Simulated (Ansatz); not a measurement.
**N started on a Si site and a Si vacancy in diamond Si, 63 atoms, charge −2**

How does the host give way around this defect, what does it cost to form, and which levels does it put into the gap? The levels of theory are PBEsol and HSE06.

Program: Ansatz 0.2.0, PAW, plane waves. These are calculated values, not measurements.

**1. The starting cell**

63 atoms (62 Si, 1 N); a = 10.866 Å, b = 10.866 Å, c = 10.866 Å, α = 90.00°, β = 90.00°, γ = 90.00°. All atoms were shaken off their sites by about 0.02 Å along each axis. Defect site 1: (0.500, 0.500, 0.500). Defect site 2: (0.625, 0.625, 0.625). Starting moments add up to 3 μB.

Steps to follow: (2) PBEsol relaxation at the single k point (¼, ¼, ¼), on 7 threads of Arm Neoverse-V2; (3) HSE06 single point at the single k point (¼, ¼, ¼), on 7 threads of Arm Neoverse-V2.

**2. Relaxation of the positions (PBEsol)**

File in.yaml:

```yaml
crystal:
  lattice:
    - [10.865579, 0.000000, 0.000000]
    - [0.000000, 10.865579, 0.000000]
    - [0.000000, 0.000000, 10.865579]
  atoms:
    - { symbol: Si, position: [0.001629, 0.996012, 0.999899] }
    - { symbol: Si, position: [0.000371, 0.999139, 0.498405] }
    - { symbol: Si, position: [0.000733, 0.497800, 0.000853] }
    - { symbol: Si, position: [0.001480, 0.501307, 0.501355] }
    - { symbol: Si, position: [0.500584, 0.998969, 0.000229] }
    - { symbol: Si, position: [0.496724, 0.999989, 0.500106] }
    - { symbol: Si, position: [0.500600, 0.502387, 0.999313] }
    - { symbol: Si, position: [0.123202, 0.121965, 0.126032] }
    - { symbol: Si, position: [0.124143, 0.125042, 0.626273] }
    - { symbol: Si, position: [0.125488, 0.624418, 0.123689] }
    - { symbol: Si, position: [0.124465, 0.623587, 0.625041] }
    - { symbol: Si, position: [0.625548, 0.125285, 0.125150] }
    - { symbol: Si, position: [0.624014, 0.125365, 0.625602] }
    - { symbol: Si, position: [0.624048, 0.628011, 0.126852] }
    - { symbol: Si, position: [0.253553, 0.250026, 0.001020] }
    - { symbol: Si, position: [0.250207, 0.250950, 0.498061] }
    - { symbol: Si, position: [0.250486, 0.751538, 0.999515] }
    - { symbol: Si, position: [0.253077, 0.748161, 0.500151] }
    - { symbol: Si, position: [0.747675, 0.250569, 0.997594] }
    - { symbol: Si, position: [0.750718, 0.246965, 0.496504] }
    - { symbol: Si, position: [0.750024, 0.747138, 0.999969] }
    - { symbol: Si, position: [0.750631, 0.749633, 0.502727], spin: 0.429 }
    - { symbol: Si, position: [0.376196, 0.372800, 0.124688] }
    - { symbol: Si, position: [0.376063, 0.377743, 0.623940], spin: 0.429 }
    - { symbol: Si, position: [0.373724, 0.873933, 0.124527] }
    - { symbol: Si, position: [0.377147, 0.876136, 0.627683] }
    - { symbol: Si, position: [0.876531, 0.373425, 0.128668] }
    - { symbol: Si, position: [0.874962, 0.377490, 0.626517] }
    - { symbol: Si, position: [0.872226, 0.873125, 0.123786] }
    - { symbol: Si, position: [0.873158, 0.877932, 0.624913] }
    - { symbol: Si, position: [0.252273, 0.000363, 0.248981] }
    - { symbol: Si, position: [0.252139, 0.999747, 0.750232] }
    - { symbol: Si, position: [0.247216, 0.500826, 0.249382] }
    - { symbol: Si, position: [0.251319, 0.501447, 0.749558] }
    - { symbol: Si, position: [0.747085, 0.999966, 0.250939] }
    - { symbol: Si, position: [0.749179, 0.000528, 0.747406] }
    - { symbol: Si, position: [0.750681, 0.497202, 0.251776] }
    - { symbol: Si, position: [0.749970, 0.501554, 0.750677], spin: 0.429 }
    - { symbol: Si, position: [0.376430, 0.123292, 0.378919] }
    - { symbol: Si, position: [0.375247, 0.124676, 0.876574] }
    - { symbol: Si, position: [0.376403, 0.628826, 0.373236], spin: 0.429 }
    - { symbol: Si, position: [0.376235, 0.625756, 0.871979] }
    - { symbol: Si, position: [0.875519, 0.123989, 0.372189] }
    - { symbol: Si, position: [0.876051, 0.123831, 0.876777] }
    - { symbol: Si, position: [0.875265, 0.622458, 0.376500] }
    - { symbol: Si, position: [0.872969, 0.626246, 0.876667] }
    - { symbol: Si, position: [0.999039, 0.253416, 0.250455] }
    - { symbol: Si, position: [0.002921, 0.251669, 0.749043] }
    - { symbol: Si, position: [0.999523, 0.748160, 0.249547] }
    - { symbol: Si, position: [0.000314, 0.751194, 0.749329] }
    - { symbol: Si, position: [0.498785, 0.250573, 0.250849] }
    - { symbol: Si, position: [0.501638, 0.250044, 0.751351] }
    - { symbol: Si, position: [0.501664, 0.751581, 0.247300] }
    - { symbol: Si, position: [0.501252, 0.748856, 0.747342], spin: 0.429 }
    - { symbol: Si, position: [0.125848, 0.374556, 0.372188] }
    - { symbol: Si, position: [0.124881, 0.377511, 0.874326] }
    - { symbol: Si, position: [0.123195, 0.879784, 0.374381] }
    - { symbol: Si, position: [0.124194, 0.876198, 0.876830] }
    - { symbol: Si, position: [0.625668, 0.374649, 0.376078], spin: 0.429 }
    - { symbol: Si, position: [0.626257, 0.376091, 0.871658] }
    - { symbol: Si, position: [0.625740, 0.873039, 0.376382] }
    - { symbol: Si, position: [0.626555, 0.880029, 0.873767] }
    - { symbol: N, position: [0.498886, 0.501866, 0.500401], spin: 0.429 }
  symmetry: { detect: false }
kpoints:
  mp_grid: { grid: [1, 1, 1], shift: [0.25, 0.25, 0.25] }
hamiltonian:
  xc: pbesol
total_charge: -2
magnetization:
  spin_polarized: true
scf:
  occupations: { method: fermi_dirac, width: 0.01 }
relax:
  f_tol: 0.03
  max_steps: 80
  escape_saddle: false
  adjacent_minimum: "off"
output:
  forces: true
  eigenvalues: true
  populations: true
  charged_corrections: { epsilon: 11.7 }
```

Further steps of the session: HSE06 single point.

What does the calculation give? Wanted: for each run, formation energy; host gap; top filled to lowest empty; moment.

As calculated:

```
             level                     time  formation energy (eV)  host gap (eV)  top filled to lowest empty (eV)  moment (μB)
PBEsol, relaxation     95 s (7 CPU threads)                   3.88           0.57                             0.14         3.00
             HSE06  8.2 min (7 CPU threads)                   5.55           1.32                             0.43         3.00
```

```
            quantity                             value
          relaxation  6 recorded steps, 3.59 eV gained
       largest shift                      0.55 Å (N63)
largest local moment                    +0.47 μB on Si
```

**Reading.** Relaxation gains 3.59 eV, with shifts up to 0.55 Å (N63). The formation energy at E_F = VBM goes from 3.88 eV (PBEsol) to 5.55 eV (HSE06), as the host gap goes from 0.57 to 1.32 eV. The reservoirs are the elements' reference phases; where the defect changes the composition, the value depends on that choice. HSE06 puts 2 localised levels over 0.1 eV inside the gap, at 0.20 (filled), 0.20 (filled) eV, the tightest of them shared by about 10 atoms. Those within 0.2 eV of an edge lie within the error of lining up the edges. The host's edges were read at Γ, so band-like levels at this k point need not coincide with them. Finite-cell errors of some tenths of an eV remain in such numbers. The dielectric constant of 11.7 in the correction is an assumed value.
